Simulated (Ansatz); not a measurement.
This script for the Python package of Ansatz (0.2.0) starts 3 runs on SnO2, space group Pnnm. What input does the engine get in each?

The script, `run_lattice.py`:
```python
import ansatz as az
import numpy as np

def edges_and_angles(cell):
    cell = np.asarray(cell)
    a, b, c = np.linalg.norm(cell, axis=1)
    cosines = cell[1] @ cell[2] / (b * c), cell[0] @ cell[2] / (a * c), cell[0] @ cell[1] / (a * b)
    return (a, b, c, *np.degrees(np.arccos(cosines)))


def main() -> None:
    sno2 = (
        az.Lattice.of((4.788004, 0.0, 0.0), (0.0, 4.866582, 0.0), (0.0, 0.0, 3.240898))
        .atom('Sn', (0.5, 0.5, 0.5))
        .atom('Sn', (0.0, 0.0, 0.0))
        .atom('O', (0.291855, 0.321042, 0.0))
        .atom('O', (0.791855, 0.178958, 0.5))
        .atom('O', (0.208145, 0.821042, 0.5))
        .atom('O', (0.708145, 0.678958, 0.0))
    )

    setup = (
        sno2.calculation()
        .basis(16 * az.Ha)
        .kpoints(mesh=(6, 4, 6), center='gamma')
        .occupations('fixed')
        .relax(cell=True, max_steps=40)
    )

    levels = [('pbesol', 'none'), ('pbesol', 'd3bj'), ('lda', 'none')]
    print('level            a       b       c    alpha   beta  gamma  V/atom  steps')
    for name, dispersion in levels:
        seen = []
        run = setup.functional(name, dispersion=dispersion).session().plan()
        res = run.execute(on_event=lambda e: seen.append(e) if e['event'] == 'relax_step' else None)
        cell = res.lattice.cell_ang
        label = name if dispersion == 'none' else f'{name}+{dispersion}'
        print('{:13s} {:7.4f} {:7.4f} {:7.4f} {:6.2f} {:6.2f} {:6.2f}'.format(label, *edges_and_angles(cell)), f'{abs(np.linalg.det(cell)) / len(res.lattice.sites):7.3f} {len(seen):5d}')


if __name__ == '__main__':
    main()
```

Run 1:
```yaml
crystal:
  lattice:
    - [4.788004, 0.0, 0.0]
    - [0.0, 4.866582, 0.0]
    - [0.0, 0.0, 3.240898]
  atoms:
    - { symbol: Sn, position: [0.5, 0.5, 0.5] }
    - { symbol: Sn, position: [0.0, 0.0, 0.0] }
    - { symbol: O, position: [0.291855, 0.321042, 0.0] }
    - { symbol: O, position: [0.791855, 0.178958, 0.5] }
    - { symbol: O, position: [0.208145, 0.821042, 0.5] }
    - { symbol: O, position: [0.708145, 0.678958, 0.0] }
basis:
  ecutwfc: 435.382179935808
kpoints:
  mp_grid:
    grid: [6, 4, 6]
    shift: [0.0, 0.0, 0.0]
hamiltonian:
  xc: pbesol
  dispersion: none
scf:
  occupations:
    method: fixed
relax:
  max_steps: 40
  cell: {}
```

Run 2, against run 1:
```diff
-  dispersion: none
+  dispersion: d3bj
```

Run 3, against run 1:
```diff
-  xc: pbesol
+  xc: lda
```

Output of `python run_lattice.py`:
```text
level            a       b       c    alpha   beta  gamma  V/atom  steps
pbesol         4.7688  4.7699  3.2119  90.00  90.00  90.00  12.177     9
pbesol+d3bj    4.7435  4.7443  3.2037  90.00  90.00  90.00  12.016     9
lda            4.7219  4.7227  3.1906  90.00  90.00  90.00  11.858     9
```

From smallest to largest: LDA (11.86 Å³ an atom, -5.8 % against the start), PBEsol+D3BJ (12.02 Å³ an atom, -4.5 % against the start) and PBEsol (12.18 Å³ an atom, -3.3 % against the start). The spread is 2.7 % in volume.

The cell relaxed to the group P4_2/mnm; tensors and edges are in the axes of the typed cell. This cell is a computed structure, which may not be the phase found in nature. Wall time of the script: 2.5 min on 1 thread of Arm Neoverse V1, on a shared host, peak memory 0.47 GiB.
